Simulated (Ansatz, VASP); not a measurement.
# One calculation of KF, two programs

File INCAR:

```
SYSTEM = KF
ALGO = Normal
EDIFF = 1E-6
ENCUT = 520
GGA = PE
ISIF = 2
ISMEAR = 0
LASPH = .TRUE.
LCHARG = .FALSE.
LREAL = .FALSE.
LWAVE = .FALSE.
NBANDS = 15
NELM = 100
PREC = Accurate
SIGMA = 0.05
```

File KPOINTS:

```
k-points
0
G
  8 8 8
  0 0 0
```

POSCAR

```
KF
1.0
    0.0000000000      2.7403375000      2.5398250000
    2.7403375000      0.0000000000      2.5398250000
    2.7403375000      2.7403375000      0.0000000000
K F
1 1
Direct
    0.0000000000      0.0000000000      0.0000000000
    0.5000000000      0.5000000000      0.5000000000
```

Input for Ansatz:

```yaml
crystal:
  lattice:
    - [0.0, 2.7403375, 2.539825]
    - [2.7403375, 0.0, 2.539825]
    - [2.7403375, 2.7403375, 0.0]
  atoms:
    - { symbol: K, position: [0.0, 0.0, 0.0] }
    - { symbol: F, position: [0.5, 0.5, 0.5] }
basis:
  ecutwfc: 420
kpoints:
  mp_grid: { grid: [8, 8, 8] }
hamiltonian:
  xc: pbe
scf:
  occupations: { method: gaussian, width: 0.05 }
output:
  forces: true
  stress: true
  eigenvalues: true
```

Change from the starting cell: strain +0.025 along x and y, -0.050 along z, atoms carried along.

Alike in both runs: task single point; functional PBE; k mesh 8 × 8 × 8; occupations gaussian, width 0.05 eV; no spin polarisation.

|  | VASP | Ansatz |
| --- | --- | --- |
| version | VASP 6.6.1 | Ansatz 0.2.0 |
| potentials or method | VASP PAW PBE potentials, release 64 (K_sv, F) | scalar-relativistic, plane waves, PAW |
| plane-wave cutoff (eV) | 520 | 420 |
| valence electrons in the cell | 16 | 16 |

VASP gave:

- gap on the k mesh at the Fermi level (eV): 6.04
- least direct gap on the mesh (eV): 6.04
- pressure (GPa): 2.0
- largest component of the traceless stress (GPa): 3.54

Estimate Ansatz's values.

gap on the k mesh at the Fermi level (eV): 6.06; least direct gap on the mesh (eV): 6.06; pressure (GPa): 1.9; largest component of the traceless stress (GPa): 3.41.

A k mesh can miss the band edges.
